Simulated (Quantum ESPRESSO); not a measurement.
The system is PbO (Litharge).

```
Pb O
1.0
     3.99000    0.00000    0.00000
     0.00000    3.99000    0.00000
     0.00000    0.00000    5.01000
Pb O
2 2
Cartesian
  1.9950 0.0000 3.8076
  0.0000 1.9950 1.2024
  1.9950 1.9950 0.0000
  0.0000 0.0000 0.0000
```

Base run:

```yaml
Program: Quantum ESPRESSO 7.5
Functional: AM05
Potentials_or_basis: GBRV 1.5 PBE
Cutoff: 612 eV
Density_cutoff: 4898 eV
k_mesh: 6 × 6 × 4, shifted
Occupations: fermi-dirac, width 0.05 eV
Spin: no spin polarisation
```

Its results: pressure -0.2 GPa; largest force 0.370 eV/Å; electronic dielectric tensor (diagonal) 6.87, 6.87, 6.25.

Q: The run is repeated on the same cell with these changes: functional from AM05 to BLYP. What comes out?

A: Pressure 6.5 GPa; largest force 0.236 eV/Å; electronic dielectric tensor (diagonal) 6.58, 6.58, 5.96.

BLYP binds less tightly than AM05, so the same cell stands under more pressure.

Caveats: the potentials were made for another functional, which shifts forces and pressure; the cell is more than 3 GPa from zero pressure, which shifts response properties (some runs).
